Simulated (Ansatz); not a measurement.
## LaP (model cell, started as CsCl type): the cell at rest

Wanted: the relaxed cell of LaP (model cell, started as CsCl type).

Method: DFT PBE, scalar-relativistic, plane waves, PAW, in Ansatz 0.2.0.

The structure was built from a prototype and need not be the compound's stable phase.

### 1. Starting point

Symmetry: Pm-3m, No. 221, cubic system. Conventional cell: a = 3.579 Å, b = 3.579 Å, c = 3.579 Å, α = 90.00°, β = 90.00°, γ = 90.00°. Nearest to La lie 8 P at 3.10 Å. P has 8 La at 3.10 Å nearest. Farther neighbours are not listed.

### 2. Probe on a coarse mesh

A quick single point on a coarse mesh tells whether the cell has a gap and how far it is from rest, which sets the k mesh and smearing that follow.

input.yaml reads:

```yaml
crystal:
  lattice:
    - [3.57865, 0.0, 0.0]
    - [0.0, 3.57865, 0.0]
    - [0.0, 0.0, 3.57865]
  atoms:
    - { symbol: La, position: [0.0, 0.0, 0.0] }
    - { symbol: P, position: [0.5, 0.5, 0.5] }
kpoints:
  mp_grid: { grid: [6, 6, 6] }
hamiltonian:
  xc: pbe
scf:
  occupations: { method: gaussian, width: 0.1 }
output:
  forces: true
  stress: true
  eigenvalues: true
```

Command:

```
$ ansatz run input.yaml --threads 4 --pin off --max-ram 7168MiB --backend cpu --events-out ev --progress --plain --runs-dir out
```

Numbers of over 12 decimals in the logs are rounded to 6 here.

Log:

```text
Engine: ansatz 0.2.0, aarch64-unknown-linux-gnu
Pseudopotentials: kind: paw
Pseudopotential: La, paw, valence charge 11, recommended cutoff 420 eV (normal), La.paw.azcp
Pseudopotential: P, paw, valence charge 5, recommended cutoff 420 eV (normal), P.paw.azcp
Functional definition: PBE
  parameter kappa = 0.804
  parameter beta = 0.066725
  exchange = pbe_x(kappa = kappa, mu = beta*pi^2/3)
[...]
--- Band table (eV; the first three rows and the last of 20) ---
  k-point 0: bands = [... 4 lower, 1.7980, 11.1503, 11.1503, 12.2775, 12.2775, 12.2775, 14.4746, 14.4746]
  k-point 1: bands = [... 4 lower, 2.2303, 10.4082, 11.3580, 11.9776, 11.9776, 12.7105, 14.3703, 14.4643]
  k-point 2: bands = [... 4 lower, 3.1155, 8.7188, 11.3835, 11.3835, 11.8993, 13.9918, 14.0353, 14.4590]
  k-point 19: bands = [... 4 lower, 3.9543, 7.8882, 7.8882, 7.8882, 14.5198, 14.5198, 14.5198, 14.8575]
[key lines of the parts left out:]
SCF converged after 6 iterations
Free energy (F): -7008.168593 eV
Fermi energy:    11.985636 eV
P = ⅓ Tr σ = 4.1968 GPa (41.968 kbar)
```

Elapsed: 0.32 s, on 4 threads of Arm Neoverse V2, shared host; peak memory 0.3 GiB; 0.87 s of CPU time.

Numbers from this step:

| Property | Result |
| --- | --- |
| pressure | 4.197 GPa |
| volume per atom | 22.92 Å³ |
| gap on the k-mesh | 0 eV |

The coarse mesh shows no gap and a pressure of 4.2 GPa.

### 3. Bringing the structure to rest

The cell and atoms are relaxed, since residual forces and stress would shift the frequencies.

input.yaml, the sections that differ from step 2:

```yaml
kpoints:
  mp_grid: { grid: [10, 10, 10] }
output:
  forces: true
  stress: true
  eigenvalues: true
  write_density: true
  write_potential: true
  elf: true
  volumetric_format: npy
relax:
  adjacent_minimum: "off"
  f_tol: 0.005
  max_steps: 80
  cell: { stress_tol: 0.05 }
# crystal, hamiltonian, scf: as in step 2
```

Log:

```text
[...]
Crystal: 2 atoms, lattice volume = 45.831 Å³
Basis set: ecut = 420 eV, 895 PW (Γ), exchange–correlation on 48×48×48 points (8 copies of the dense FFT grid, shifted against one another)
Bands: 12, of which v1, the nominal top of the filled ones, is band 8 counted from 1 (7 counted from 0)
Symmetry: 48 space group operations
[...]
k-points: 56 of 1000
[...]
SCF iter   1: F=—  HF=-7008.182181 eV  |F-HF|=—  |Δ(HF+E_count)|=         —  Δρ=6.16e-3  dr2=3.15e-2  ethr=1.77e-3  ⟨swp⟩=4.6  Hψ=3536  notcnv=0
[...]
SCF iter   6: F=-7008.176562 eV  HF=-7008.176562 eV  |F-HF|=2.50e-9  |Δ(HF+E_count)|=   3.54e-7  Δρ=3.21e-6  dr2=2.19e-9  ethr=6.25e-10  ⟨swp⟩=10.5  Hψ=5357  notcnv=0
SCF 1 converged in 6 iterations: F = -7008.176562 eV  dr2 = 2.19e-9
[...]
relax step   1: F+E_penalty+E_count = -7008.17656231 eV  Δ(F+E_penalty+E_count) = +0.000e0 eV  max|allowed force component| = 3.040e-30 eV/Å  Δτ_max = 0.0000 Å  P = +4.255 GPa  Ω = 45.831 Å³  (6 SCF iters, dr2 threshold 1.00e-7 eV, accepted)
Crystal: 2 atoms, lattice volume = 50.340 Å³
Basis set: ecut = 420 eV, 1021 PW (Γ), exchange–correlation on 48×48×48 points (8 copies of the dense FFT grid, shifted against one another)
[...]
iter 1 solved again at ethr=7.52e-6 eV; its pass at ethr=3.10e-3 eV (dr2=1.20e-3 eV) is discarded
[...]
SCF iter   6: F=-7008.188126 eV  HF=-7008.188126 eV  |F-HF|=7.68e-10  |Δ(HF+E_count)|=   1.35e-7  Δρ=2.04e-6  dr2=2.76e-9  ethr=1.25e-9  ⟨swp⟩=11.5  Hψ=5766  notcnv=0
SCF 2 converged in 6 iterations: F = -7008.188126 eV  dr2 = 2.76e-9
[...]
relax step   2: F+E_penalty+E_count = -7008.18812594 eV  Δ(F+E_penalty+E_count) = -1.156e-2 eV  max|allowed force component| = 6.492e-31 eV/Å  Δτ_max = 0.0000 Å  P = -2.874 GPa  Ω = 50.340 Å³  energy of the carried Pulay correction = -2.862e-4 eV  (6 SCF iters, dr2 threshold 2.00e-7 eV, accepted)
Crystal: 2 atoms, lattice volume = 48.420 Å³
Basis set: ecut = 420 eV, 949 PW (Γ), exchange–correlation on 48×48×48 points (8 copies of the dense FFT grid, shifted against one another)
[...]
SCF iter   6: F=-7008.207347 eV  HF=-7008.207347 eV  |F-HF|=4.18e-9  |Δ(HF+E_count)|=   4.44e-8  Δρ=2.72e-6  dr2=7.02e-9  ethr=1.25e-9  ⟨swp⟩=11.1  Hψ=5342  notcnv=0
SCF 3 converged in 6 iterations: F = -7008.207347 eV  dr2 = 7.02e-9
relax step   3: F+E_penalty+E_count = -7008.20734658 eV  Δ(F+E_penalty+E_count) = -1.922e-2 eV  max|allowed force component| = 2.958e-30 eV/Å  Δτ_max = 0.0000 Å  P = -0.228 GPa  Ω = 48.420 Å³  energy of the carried Pulay correction = -1.676e-4 eV  (6 SCF iters, dr2 threshold 2.00e-7 eV, accepted)
[...]
relax step   4: F+E_penalty+E_count = -7008.20746189 eV  Δ(F+E_penalty+E_count) = -1.153e-4 eV  max|allowed force component| = 3.862e-31 eV/Å  Δτ_max = 0.0000 Å  P = -0.007 GPa  Ω = 48.275 Å³  energy of the carried Pulay correction = -1.585e-4 eV  (3 SCF iters, dr2 threshold 1.30e-7 eV, accepted)
Basis set: ecut = 420 eV, 949 PW (Γ), exchange–correlation on 50×50×50 points (8 copies of the dense FFT grid, shifted against one another)
[...]
SCF iter   5: F=-7008.207679 eV  HF=-7008.207679 eV  |F-HF|=5.46e-12  |Δ(HF+E_count)|=  4.18e-11  Δρ=1.41e-7  dr2=4.80e-12  ethr=1.00e-12  ⟨swp⟩=7.6  Hψ=3815  notcnv=0
SCF 5 converged in 5 iterations: F = -7008.207679 eV  dr2 = 4.80e-12
relax step   5: F+E_penalty+E_count = -7008.20767869 eV  Δ(F+E_penalty+E_count) = -2.168e-4 eV  max|allowed force component| = 1.413e-30 eV/Å  Δτ_max = 0.0000 Å  P = +0.002 GPa  Ω = 48.275 Å³  stress off target by 2.28e-3 GPa  SCF on the basis re-selected at this cell (its energy is not comparable with the rows above)  (5 SCF iters)
basis re-selected at this cell: Δ(F+E_penalty+E_count) = -2.168e-4 eV, ΔP = +0.009 GPa vs the last step (what re-selecting the basis moved, of the pressure what is left beyond the Pulay correction that the steps carried, after the strain that the cell walked since its last selection, with what the two solves' SCF thresholds leave and, on support functions, any second-order correction that the steps lacked; it is no measure of the basis error at this ecutwfc). The dense FFT grid was sized anew with the basis: this SCF ran on 25×25×25 points, the steps before it on 24×24×24, so part of this shift can come from that change (see relax.cell in the input reference). [rest of the remark cut]
SCF converged after 5 iterations
Free energy (F): -7008.207679 eV
[...]
Internal energy: -7008.204167 eV  (E = F + TS)
E sigma→0 (E₀):  -7008.205923 eV
Entropy (-TS):   -0.003511 eV (-1.756 meV/atom)
Fermi energy:    11.331106 eV
[...]
--- Stress (GPa, compression-positive) ---
        0.002282      -0.000000       0.000000
       -0.000000       0.002282       0.000000
        0.000000       0.000000       0.002282
  P = ⅓ Tr σ = 0.0023 GPa (0.023 kbar)
--- Band table (eV; the first three rows and the last of 56) ---
  k-point 0: bands = [... 4 lower, 1.2338, 10.5516, 10.5516, 11.4989, 11.4989, 11.4989, 13.5832, 13.5832]
  k-point 1: bands = [... 4 lower, 1.3788, 10.2669, 10.6230, 11.3970, 11.3970, 11.6140, 13.5522, 13.5806]
  k-point 2: bands = [... 4 lower, 1.7558, 9.3892, 10.8285, 11.1266, 11.1266, 12.2341, 13.4548, 13.5751]
  k-point 55: bands = [... 4 lower, 3.2595, 7.4034, 7.4034, 7.4034, 13.6091, 13.6091, 13.6091, 13.9217]
--- Relaxed structure (4 steps of the walk, 4 accepted, 1 SCFs on fresh bases) ---
  F+E_penalty+E_count = -7008.20767869 eV   max|allowed force component| = 1.413e-30 eV/Å   (the final SCF, on the basis selected at the relaxed cell)
  cell:  # Å, volume = 48.2750 Å³
    - [3.641168, 0, 0]
    - [0, 3.641168, 0]
    - [0, 0, 3.641168]
  atoms:
    - { symbol: La, position: [0, 0, 0] }
    - { symbol: P, position: [0.5, 0.5, 0.5] }
```

The job ended after 3.2 s (4 threads; peak memory 0.37 GiB).

Step by step:

| step | energy less that of the first step (eV) | largest force component (eV/Å) | pressure (GPa) | volume (Å³) |
| --- | --- | --- | --- | --- |
| 1 | 0.0000 | 0.0000 | 4.25 | 45.83 |
| 2 | -0.0116 | 0.0000 | -2.87 | 50.34 |
| 3 | -0.0308 | 0.0000 | -0.23 | 48.42 |
| 4 | -0.0309 | 0.0000 | -0.01 | 48.27 |
| 5* | -0.0311 | 0.0000 | 0.00 | 48.27 |

Relaxation steps marked * repeat the geometry before them on a plane-wave basis chosen anew for their cell, so energy and pressure can jump there.

Forces are held to the 48 operations that the run works with; a distortion that breaks them can't arise in this run.

| conventional cell, symmetrised | before | after | change |
| --- | --- | --- | --- |
| a (Å) | 3.579 | 3.641 | +1.7 % |
| b (Å) | 3.579 | 3.641 | +1.7 % |
| c (Å) | 3.579 | 3.641 | +1.7 % |
| volume (Å³/atom) | 22.92 | 24.14 | +5.3 % |

The relaxed structure:

```cif
data_structure
_symmetry_space_group_name_H-M 'P 1'
_symmetry_Int_Tables_number 1
_cell_length_a 3.6412
_cell_length_b 3.6412
_cell_length_c 3.6412
_cell_angle_alpha 90.000
_cell_angle_beta 90.000
_cell_angle_gamma 90.000
_cell_volume 48.27
loop_
_atom_site_label
_atom_site_type_symbol
_atom_site_fract_x
_atom_site_fract_y
_atom_site_fract_z
_atom_site_occupancy
La1 La 0.00000 0.00000 0.00000 1
P2 P 0.50000 0.50000 0.50000 1
```

Numbers from this step:

* pressure: 0.002282 GPa
* volume per atom: 24.14 Å³

Valence density in the ac plane at fractional y = 0.500, with atoms of P within 0.2 Å of it. It is the smooth field of the valence electrons, not physical close to the nuclei.

Ten even steps from '0' (0.07 e/Å³) to '9' (0.67 e/Å³), each cell a mean:
```
00000011100000
00001122211000
00012345432100
00135789864210
00247999996310
01259953698421
01269820399521
01269842598421
01248988997310
00135899975210
00123466543100
00011222221000
00000111100000
00000000000000
```
Columns run along a (3.6 Å), rows up along c (3.6 Å). Atoms in or near the plane, at fractional coordinates: P at (0.50, 0.50).

ELF in the ac plane at fractional y = 0.500, with atoms of P within 0.2 Å of it. It is the smooth field of the valence electrons, not physical close to the nuclei.

Values, 14 rows by 14 columns, each cell a mean:
```
0.03 0.04 0.08 0.15 0.22 0.29 0.33 0.33 0.32 0.28 0.21 0.12 0.07 0.04
0.05 0.07 0.15 0.30 0.44 0.54 0.59 0.60 0.58 0.52 0.41 0.24 0.12 0.07
0.09 0.14 0.29 0.53 0.67 0.75 0.78 0.78 0.77 0.73 0.65 0.45 0.24 0.12
0.15 0.24 0.47 0.71 0.80 0.83 0.81 0.80 0.82 0.82 0.79 0.65 0.41 0.21
0.19 0.32 0.58 0.78 0.83 0.78 0.61 0.52 0.66 0.81 0.82 0.73 0.52 0.28
0.22 0.37 0.64 0.80 0.81 0.56 0.15 0.06 0.24 0.66 0.82 0.77 0.58 0.32
0.23 0.39 0.66 0.81 0.79 0.38 0.01 0.01 0.06 0.52 0.80 0.78 0.60 0.33
0.23 0.38 0.65 0.81 0.80 0.48 0.06 0.01 0.15 0.61 0.81 0.78 0.59 0.33
0.20 0.34 0.60 0.79 0.83 0.74 0.48 0.38 0.56 0.78 0.83 0.75 0.54 0.29
0.16 0.26 0.50 0.73 0.81 0.83 0.80 0.79 0.81 0.83 0.80 0.67 0.44 0.22
0.11 0.17 0.35 0.60 0.73 0.79 0.81 0.81 0.80 0.78 0.71 0.53 0.30 0.15
0.06 0.09 0.17 0.35 0.50 0.60 0.65 0.66 0.64 0.58 0.47 0.29 0.15 0.08
0.04 0.05 0.09 0.17 0.26 0.34 0.38 0.39 0.37 0.32 0.24 0.14 0.07 0.04
0.03 0.04 0.06 0.11 0.16 0.20 0.23 0.23 0.22 0.19 0.15 0.09 0.05 0.03
```
Columns run along a (3.6 Å), rows up along c (3.6 Å). Atoms in or near the plane, at fractional coordinates: P at (0.50, 0.50).

Electrostatic potential energy in the ac plane at fractional y = 0.500, with atoms of P within 0.2 Å of it. With pseudopotentials it is smooth inside the atoms' cores, unlike the true potential.

Ten even steps from '0' (-57 eV) to '9' (15 eV), each cell a mean:
```
99999999999999
99999999999999
99999999999999
99999876789999
99998633468999
99987300147999
99986200036999
99986200037999
99997522368999
99999766789999
99999988899999
99999999999999
99999999999999
99999999999999
```
Columns run along a (3.6 Å; values clipped at the 3rd and 97th percentile), rows up along c (3.6 Å). Atoms in or near the plane, at fractional coordinates: P at (0.50, 0.50).

In this step the volume went from 22.92 to 24.14 Å³/atom.

### 4. Tight relaxation

Phonons need a cell at rest on their own settings, so the relaxation is repeated with tight tolerances on forces and stress on the k mesh and occupations of the first response run.

input.yaml reads:

```yaml
crystal:
  lattice:
    - [3.6411681458, 0.0, 0.0]
    - [0.0, 3.6411681458, 0.0]
    - [0.0, 0.0, 3.6411681458]
  atoms:
    - { symbol: La, position: [0.0, 0.0, 0.0] }
    - { symbol: P, position: [0.5, 0.5, 0.5] }
kpoints:
  mp_grid: { grid: [12, 12, 12] }
hamiltonian:
  xc: pbe
scf:
  occupations: { method: methfessel_paxton, width: 0.15 }
output:
  forces: true
  stress: true
  eigenvalues: true
relax:
  adjacent_minimum: "off"
  f_tol: 0.001
  max_steps: 60
  cell: { stress_tol: 0.01 }
```

Log:

```text
[...]
Crystal: 2 atoms, lattice volume = 48.275 Å³
Basis set: ecut = 420 eV, 949 PW (Γ), exchange–correlation on 50×50×50 points (8 copies of the dense FFT grid, shifted against one another)
Bands: 12, of which v1, the nominal top of the filled ones, is band 8 counted from 1 (7 counted from 0)
Symmetry: 48 space group operations
[...]
k-points: 84 of 1728
[...]
k-point 83: bands = [... 4 lower, 3.2617, 7.4031, 7.4031, 7.4031, 13.6042, 13.6042, 13.6042, 13.9171]
--- Relaxed structure (3 steps of the walk, 3 accepted, 1 SCFs on fresh bases) ---
[...]
cell:  # Å, volume = 48.2872 Å³
    - [3.641475, 0, 0]
    - [0, 3.641475, 0]
    - [0, 0, 3.641475]
  atoms:
    - { symbol: La, position: [0, 0, 0] }
    - { symbol: P, position: [0.500000, 0.500000, 0.500000] }
[key lines of the parts left out:]
SCF converged after 6 iterations
Free energy (F): -7008.205574 eV
Fermi energy:    11.297767 eV
P = ⅓ Tr σ = 0.0000 GPa (0.000 kbar)
```

Wall time 3.7 s (4 threads); peak memory 0.39 GiB.

Little changed from the start: no atom moved by 0.005 Å and no cell edge by 0.1 %.

This step gave:

* pressure: 4.65e-5 GPa

The forces vanish by symmetry and the pressure is 0.000 GPa, within the tolerances set. The cell now holds 24.14 Å³/atom.

### 5. Results

| Property | Result |
| --- | --- |
| space group after relaxation (within 0.01 Å) | Pm-3m |
| lattice constant a | 3.641 Å |
| lattice constant b | 3.641 Å |
| lattice constant c | 3.641 Å |
| volume per atom | 24.1 Å³ |

What this shows: The forces vanish by symmetry and the pressure is 0.000 GPa, within the tolerances set. The cell now holds 24.14 Å³/atom. The relaxation keeps the symmetry of its start, so it says nothing on stability against lower symmetry. Spin-orbit coupling is left out, which can matter for the heavy elements here. The starting cell was built on a prototype and not taken from a measurement, so the phase need not exist.

[Logs are printed without paths, hosts, clocks, repeated set-up lines and the standing remarks that a program may print on its own settings, such as how far it seeks lower states.]

[Hosts, paths, dates, database ids (printed as entryN), source tags and the programs' standing remarks are cut or masked in the printed files.]
